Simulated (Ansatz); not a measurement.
## Which way does KBr + CsI ⇌ KI + CsBr run?

Plane-wave DFT in Ansatz with scalar-relativistic PAW potentials, cutoff 500 eV, Γ-centred meshes chosen by cell and gap, Gaussian smearing with energies taken to zero width. Every cell was relaxed (cell and atoms) in a run of its own, within the symmetry of its start. Functional: r2SCAN.

Total energies hold large constants for each element; a whole number of eV per atom of each element is taken off below, which cancels in a balanced reaction.

| compound | lowest structure computed | structures tried | V (Å³/atom) | gap on mesh (eV) | E (eV per formula unit, common shift removed) |
| --- | --- | --- | --- | --- | --- |
| KBr | Fm-3m | 1 | 36.08 | 5.07 | -4.3133 |
| CsI | Pm-3m | 3 | 48.95 | 4.51 | -3.5080 |
| KI | Fm-3m | 2 | 44.59 | 4.58 | -3.9214 |
| CsBr | Pm-3m | 2 | 40.38 | 5.19 | -3.8367 |

Q: Work out the reaction energy at 0 K.

A: ΔE = E(KI) + E(CsBr) − E(KBr) − E(CsI) = 0.063 eV, or 6.1 kJ per mole of reaction (15.8 meV/atom). The left side is lower: K takes Br and Cs takes I. The smaller cation ends with the smaller anion, the pairing that gives the greater sum of ionic lattice energies, which go as 1/(r₊ + r₋). All four are computed as solids; where they are solids at ordinary conditions entropy changes little. A lower structure that wasn't tried would shift the value, and mixed crystals may lie lower than either side.

Spin-orbit coupling is left out, which matters for the bands of heavy elements.